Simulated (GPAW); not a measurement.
Here is a GPAW 26.7.0 calculation.

The input run.py:

```python
import numpy as np
import spglib
from ase import Atoms
from ase.dft.bandgap import bandgap
from ase.io import read, write
from ase.units import GPa
from gpaw import GPAW, PW
from gpaw.spinorbit import soc_eigenstates

atoms = read('ZnSe.cif')
cell, positions, numbers = spglib.find_primitive(
    (atoms.cell[:], atoms.get_scaled_positions(), atoms.numbers), symprec=1e-4)
atoms = Atoms(numbers, cell=cell, scaled_positions=positions, pbc=True)

calc = GPAW(mode=PW(600),
            xc='M06-L',
            kpts={'size': (7, 7, 7), 'gamma': True},
            occupations={'name': 'fermi-dirac', 'width': 0.05},
            nbands=18,
            convergence={'density': 1e-05, 'energy': 1e-05},
            maxiter=150,
            txt='gpaw.txt')
atoms.calc = calc
energy = atoms.get_potential_energy()
forces = atoms.get_forces()
stress = atoms.get_stress()
calc.write('gs.gpw')
write('result.traj', atoms)
print(f'Energy: {energy:.6f} eV')
print('Forces (eV/A):')
print(forces.round(4))
print('Stress (GPa):', (stress / GPa).round(3))
print('Fermi level:', round(calc.get_fermi_level(), 4), 'eV')
print(f'Gap: {bandgap(calc)[0]:.4f} eV, direct: {bandgap(calc, direct=True)[0]:.4f} eV')

path = atoms.cell.bandpath('GXWKGLUWLK,UX', npoints=80, eps=1e-4)
bs_calc = calc.fixed_density(kpts=path, symmetry='off', nbands=29,
                             convergence={'bands': 'CBM+6.0', 'eigenstates': 1e-6}, txt='bands.txt')
bs = bs_calc.band_structure()
bs.write('bs.json')
print(f'Gap on the path: {bandgap(bs_calc)[0]:.4f} eV')

soc = soc_eigenstates(bs_calc, theta=0, phi=0, ignore_xc_potential=True)
np.savetxt('soc_bands.dat', soc.eigenvalues(), fmt='%.4f')
mesh = soc_eigenstates('gs.gpw', theta=0, phi=0, ignore_xc_potential=True)
np.savetxt('soc_mesh.dat', mesh.eigenvalues(), fmt='%.4f')
print('Fermi level with spin-orbit coupling:', round(mesh.fermi_level, 4), 'eV')
```

File ZnSe.cif:

```cif
data_ZnSe
_cell_length_a 5.66760000
_cell_length_b 5.66760000
_cell_length_c 5.66760000
_cell_angle_alpha 90.00000000
_cell_angle_beta 90.00000000
_cell_angle_gamma 90.00000000
_space_group_name_H-M_alt 'F-43m'
_space_group_name_Hall 'F -4 2 3'
_space_group_IT_number 216
loop_
_space_group_symop_operation_xyz
'x,y,z'
'y,-x,-z'
'-x,-y,z'
'-y,x,-z'
'x,-y,-z'
'y,x,z'
'-x,y,-z'
'-y,-x,z'
'z,x,y'
'-z,y,-x'
'z,-x,-y'
'-z,-y,x'
'-z,x,-y'
'z,y,x'
'-z,-x,y'
'z,-y,-x'
'y,z,x'
'-x,-z,y'
'-y,z,-x'
'x,-z,-y'
'-y,-z,x'
'x,z,y'
'y,-z,-x'
'-x,z,-y'
'x,y+1/2,z+1/2'
'y,-x+1/2,-z+1/2'
'-x,-y+1/2,z+1/2'
'-y,x+1/2,-z+1/2'
'x,-y+1/2,-z+1/2'
'y,x+1/2,z+1/2'
'-x,y+1/2,-z+1/2'
'-y,-x+1/2,z+1/2'
'z,x+1/2,y+1/2'
'-z,y+1/2,-x+1/2'
'z,-x+1/2,-y+1/2'
'-z,-y+1/2,x+1/2'
'-z,x+1/2,-y+1/2'
'z,y+1/2,x+1/2'
'-z,-x+1/2,y+1/2'
'z,-y+1/2,-x+1/2'
'y,z+1/2,x+1/2'
'-x,-z+1/2,y+1/2'
'-y,z+1/2,-x+1/2'
'x,-z+1/2,-y+1/2'
'-y,-z+1/2,x+1/2'
'x,z+1/2,y+1/2'
'y,-z+1/2,-x+1/2'
'-x,z+1/2,-y+1/2'
'x+1/2,y,z+1/2'
'y+1/2,-x,-z+1/2'
'-x+1/2,-y,z+1/2'
'-y+1/2,x,-z+1/2'
'x+1/2,-y,-z+1/2'
'y+1/2,x,z+1/2'
'-x+1/2,y,-z+1/2'
'-y+1/2,-x,z+1/2'
'z+1/2,x,y+1/2'
'-z+1/2,y,-x+1/2'
'z+1/2,-x,-y+1/2'
'-z+1/2,-y,x+1/2'
'-z+1/2,x,-y+1/2'
'z+1/2,y,x+1/2'
'-z+1/2,-x,y+1/2'
'z+1/2,-y,-x+1/2'
'y+1/2,z,x+1/2'
'-x+1/2,-z,y+1/2'
'-y+1/2,z,-x+1/2'
'x+1/2,-z,-y+1/2'
'-y+1/2,-z,x+1/2'
'x+1/2,z,y+1/2'
'y+1/2,-z,-x+1/2'
'-x+1/2,z,-y+1/2'
'x+1/2,y+1/2,z'
'y+1/2,-x+1/2,-z'
'-x+1/2,-y+1/2,z'
'-y+1/2,x+1/2,-z'
'x+1/2,-y+1/2,-z'
'y+1/2,x+1/2,z'
'-x+1/2,y+1/2,-z'
'-y+1/2,-x+1/2,z'
'z+1/2,x+1/2,y'
'-z+1/2,y+1/2,-x'
'z+1/2,-x+1/2,-y'
'-z+1/2,-y+1/2,x'
'-z+1/2,x+1/2,-y'
'z+1/2,y+1/2,x'
'-z+1/2,-x+1/2,y'
'z+1/2,-y+1/2,-x'
'y+1/2,z+1/2,x'
'-x+1/2,-z+1/2,y'
'-y+1/2,z+1/2,-x'
'x+1/2,-z+1/2,-y'
'-y+1/2,-z+1/2,x'
'x+1/2,z+1/2,y'
'y+1/2,-z+1/2,-x'
'-x+1/2,z+1/2,-y'
loop_
_atom_site_label
_atom_site_type_symbol
_atom_site_symmetry_multiplicity
_atom_site_Wyckoff_symbol
_atom_site_fract_x
_atom_site_fract_y
_atom_site_fract_z
_atom_site_occupancy
Se1 Se 4 c 0.2500000000 0.2500000000 0.2500000000 1
Zn1 Zn 4 a 0.0000000000 0.0000000000 0.0000000000 1
```

Potentials or basis: GPAW PAW data sets (gpaw-data 1.2.1), pw.

The run is started by

```console
$ OMP_NUM_THREADS=1 python run.py
```

Task: Predict the band gap on the k mesh.

Result: 1.48 eV, direct.

Task: Estimate the pressure.

Result: 2.3 GPa.

Task: Estimate the band gap along the path.

Result: 1.48 eV, direct.

Levels at the corners of the path, in eV from the valence-band top:
```csv
point,band 16,band 17,band 18,band 19,band 20,band 21
Γ,0.00,0.00,0.00,1.48,1.48,6.14
X,-2.42,-2.24,-2.24,2.87,2.87,3.53
W,-2.86,-2.82,-2.80,5.23,5.25,5.82
K,-3.21,-1.93,-1.92,3.60,3.60,5.62
Γ,0.00,0.00,0.00,1.48,1.48,6.14
L,-1.12,-0.88,-0.88,2.76,2.76,6.73
U,-3.21,-1.93,-1.92,3.60,3.60,5.62
W,-2.86,-2.82,-2.80,5.23,5.25,5.82
L,-1.12,-0.88,-0.88,2.76,2.76,6.73
K,-3.21,-1.93,-1.92,3.60,3.60,5.62
U,-3.21,-1.93,-1.92,3.60,3.60,5.62
X,-2.42,-2.24,-2.24,2.87,2.87,3.53
```

Caveat: spin-orbit coupling was added after a scalar SCF, so levels and gaps hold it while energy, forces, pressure and moments don't; this program's spin-orbit splittings come out too wide for heavy elements; the PAW data sets were made with another functional, which shifts forces and pressure a little.

**The experiment to reproduce.**

“Alloy Disordering Effects on the Thermal Conductivity and Energy Gap Temperature Dependence of Cd1−xZnxSe Ternary Crystals Grown by the Bridgman Method”, 2023, pmc:10253836 reports, for a bulk crystal of ZnSe at 300 K: band gap 2.695 ± 0.003 eV (an exciton energy, a little under the gap).

A measured gap of ZnSe is 2.695 eV (an exciton energy, a little under the gap; 300 K; “Alloy Disordering Effects on the Thermal Conductivity and Energy Gap Temperature Dependence of Cd1−xZnxSe Ternary Crystals Grown by the Bridgman Method”, 2023, pmc:10253836); the calculated 1.48 eV misses it by -1.21 eV. The value is that of M06-L, without temperature or zero-point motion.
